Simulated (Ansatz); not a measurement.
# MoP, space group P-6m2: an equation of state with a fit

Program: Ansatz's Python interface.

The cells in order, each with its output:

In [1]:
```python
import ansatz
import numpy as np
from scipy.optimize import curve_fit
```

In [2]:
```python
vectors0 = np.array([
    [3.223, 0.0, 0.0],
    [-1.6115, 2.7912, 0.0],
    [0.0, 0.0, 3.191],
])
sites = [
    ('Mo', (0.0, 0.0, 0.0)),
    ('P', (1 / 3, 2 / 3, 0.5)),
]
```

In [3]:
```python
def make_crystal(cell):
    crystal = ansatz.Crystal(lattice=ansatz.Lattice.of(cell))
    for symbol, position in sites:
        crystal = crystal.atom(symbol, position)
    return crystal
```

In [4]:
```python
def vinet(v, e0, v0, b0, b1):
    eta = (v / v0) ** (1 / 3)
    return e0 + 2 * b0 * v0 / (b1 - 1) ** 2 * (2 - (5 + 3 * b1 * (eta - 1) - 3 * eta) * np.exp(-1.5 * (b1 - 1) * (eta - 1)))
```

In [5]:
```python
# scale the volume, keep shape and fractions
volumes, energies, pressures = [], [], []
for scale in np.linspace(0.9, 1.1, 9):
    cell = vectors0 * scale ** (1 / 3)
    calc = (
        make_crystal(cell).calculation()
        .functional('pbesol')
        .pseudopotentials('paw')
        .basis(510)
        .occupations('fermi_dirac', width=0.1)
        .kpoints(10, 10, 9)
        .stress()
    )
    r = calc.run().report
    volumes.append(abs(np.linalg.det(cell)) / len(sites))
    energies.append(r['free_energy_ev'] / len(sites))
    pressures.append(np.trace(r['stress_gpa']) / 3)
    print(f'V = {volumes[-1]:8.4f} A^3/atom  F = {energies[-1]:.5f} eV/atom  P = {pressures[-1]:8.3f} GPa')
```
```text
V =  12.9179 A^3/atom  F = -2819.43549 eV/atom  P =   26.279 GPa
V =  13.2767 A^3/atom  F = -2819.48392 eV/atom  P =   17.177 GPa
V =  13.6355 A^3/atom  F = -2819.51330 eV/atom  P =    9.240 GPa
V =  13.9943 A^3/atom  F = -2819.52606 eV/atom  P =    2.318 GPa
V =  14.3532 A^3/atom  F = -2819.52434 eV/atom  P =   -3.718 GPa
V =  14.7120 A^3/atom  F = -2819.50999 eV/atom  P =   -8.977 GPa
V =  15.0708 A^3/atom  F = -2819.48464 eV/atom  P =  -13.556 GPa
V =  15.4297 A^3/atom  F = -2819.44971 eV/atom  P =  -17.538 GPa
V =  15.7885 A^3/atom  F = -2819.40647 eV/atom  P =  -20.995 GPa
```

In [6]:
```python
guess = (min(energies), volumes[int(np.argmin(energies))], 0.5, 4.5)
(e0, v0, b0, b1), _ = curve_fit(vinet, np.array(volumes), np.array(energies), p0=guess, maxfev=20000)
print(f'Vinet fit: V0 = {v0:.4f} A^3/atom, B0 = {160.21766 * b0:.1f} GPa, B1 = {b1:.2f}')
print('largest residual', round(1000 * float(np.abs(vinet(np.array(volumes), e0, v0, b0, b1) - energies).max()), 3), 'meV/atom')
```
```text
Vinet fit: V0 = 14.1264 A^3/atom, B0 = 241.8 GPa, B1 = 4.40
largest residual 0.005 meV/atom
```

A third-order Birch-Murnaghan fit through the 9 points has its minimum at 14.13 Å³ an atom, 1.6 % below the typed cell, with a bulk modulus of 241 GPa and dB/dP = 4.4. From that minimum the energy rises by 91.5 meV an atom on the compressed side and 120.5 meV on the expanded side.

Total energies depend on the potentials; only differences at equal settings carry meaning. Shape and fractional positions are held along the curve, so the bulk modulus is an upper value where they are free to relax. The mesh is modest for a metal, so energies can be off by several to tens of meV an atom and pressures by half a GPa or more; differences at equal mesh fare better. Pressure is positive in compression. The structure is a deposited one; some such entries were measured under pressure or heat, so a shift against it needn't be the functional's error alone. Timing: 24 s on 1 thread of Arm Neoverse V2, on a shared host, peak memory 0.45 GiB.
